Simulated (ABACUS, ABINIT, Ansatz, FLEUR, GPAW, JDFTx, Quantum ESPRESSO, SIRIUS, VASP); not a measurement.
**One calculation of SnO2, 10 ways**

```
Sn O
1.0
     4.73800    0.00000    0.00000
     0.00000    4.73800    0.00000
     0.00000    0.00000    3.18650
Sn O
2 4
Direct
  0.50000 0.50000 0.50000
  0.00000 0.00000 0.00000
  0.80710 0.19290 0.50000
  0.69290 0.69290 0.00000
  0.19290 0.80710 0.50000
  0.30710 0.30710 0.00000
```

Alike in all runs: task single point; functional PBE; k mesh 6 × 6 × 8; occupations fermi-dirac, width 0.05 eV; no spin polarisation; no spin-orbit coupling. Pressure is positive in compression and, in plane waves, holds the error of the finite cutoff, which Ansatz's Pulay term estimates and takes out.

| program and potentials | plane-wave cutoff (eV) | notes | band gap (eV) | pressure (GPa) | largest force (eV/Å) |
| --- | --- | --- | --- | --- | --- |
| ABACUS, PseudoDojo NC SR 0.4.1 PBE standard, plane waves | 1143 | - | 1.27 | 12.36 | 0.283 |
| FLEUR, all-electron, FLAPW | - | - | 1.28 | - | 0.271 |
| JDFTx, PseudoDojo-SR-PBE-0.5-standard | 1143 | - | 1.27 | 12.37 | 0.284 |
| GPAW, GPAW PAW data sets (gpaw-data 1.2.1) | 800 | - | 1.31 | 9.61 | 0.254 |
| Ansatz, Ansatz PAW (earlier soft set) | 420 | Pulay term of +0.36 GPa included | 1.28 | 11.05 | 0.271 |
| VASP, PBE PAW files O, Sn_d, 520 eV | 520 | - | 1.27 | 11.80 | 0.294 |
| Quantum ESPRESSO, SSSP 1.3 efficiency PBE | 816 | - | 1.27 | 11.58 | 0.285 |
| Ansatz, all-electron LAPW, scalar-relativistic | - | - | 1.29 | 11.03 | 0.273 |
| ABINIT, JTH PAW PBE v2.0 | 626 | - | 1.28 | 10.04 | 0.259 |
| SIRIUS, PseudoDojo 0.4.1 PBE standard (scalar relativistic) | 1152 | - | 1.27 | 12.38 | 0.284 |

Force on atom 3 (O), eV/Å:

```tsv
program and potentials	x	y	z
ABACUS, PseudoDojo NC SR 0.4.1 PBE standard, plane waves	-0.200	0.200	0.000
FLEUR, all-electron, FLAPW	-0.191	0.191	0.000
JDFTx, PseudoDojo-SR-PBE-0.5-standard	-0.201	0.201	0.000
GPAW, GPAW PAW data sets (gpaw-data 1.2.1)	-0.180	0.180	0.000
Ansatz, Ansatz PAW (earlier soft set)	-0.192	0.192	0.000
VASP, PBE PAW files O, Sn_d, 520 eV	-0.208	0.208	0.000
Quantum ESPRESSO, SSSP 1.3 efficiency PBE	-0.201	0.201	0.000
Ansatz, all-electron LAPW, scalar-relativistic	-0.193	0.193	0.000
ABINIT, JTH PAW PBE v2.0	-0.183	0.183	0.000
SIRIUS, PseudoDojo 0.4.1 PBE standard (scalar relativistic)	-0.201	0.201	0.000
```

The band gap spans 1.27 (SIRIUS, PseudoDojo 0.4.1 PBE standard (scalar relativistic)) to 1.31 eV (GPAW, GPAW PAW data sets (gpaw-data 1.2.1)), with all-electron results at 1.28 to 1.29. The pressure spans 9.61 (GPAW, GPAW PAW data sets (gpaw-data 1.2.1)) to 12.38 GPa (SIRIUS, PseudoDojo 0.4.1 PBE standard (scalar relativistic)), with all-electron results at 11.03. The cell lies far from this level's equilibrium.

Differences between rows come from potentials, basis sets and numerical settings, since the functional is the same but for its coding. Runs on potential files found faulty are left out.

The gap is nearly insensitive to the choice of potential, whereas the pressure is not. The three PseudoDojo runs, in different programs, agree within 12.36 to 12.38 GPa, so the wider spread probably reflects the treatment of the core and semicore electrons more than the codes themselves.

The gap separates mainly O 2p valence states from a conduction-band minimum of Sn 5s character with antibonding O admixture. All runs place it far below the measured gap of rutile SnO2, an error of the semilocal functional, whose Kohn-Sham gap lacks the derivative discontinuity; agreement between programs therefore says nothing about its accuracy. The positive pressure fits PBE's usual underbinding of oxides, which favours a larger volume. Expansion would weaken the Sn-O antibonding interaction and probably narrow the gap further.

The force on the listed oxygen points towards the tin at the cell centre, along the one internal coordinate that rutile symmetry leaves free. It thus calls for a small adjustment of the oxygen position, not a symmetry-breaking distortion.
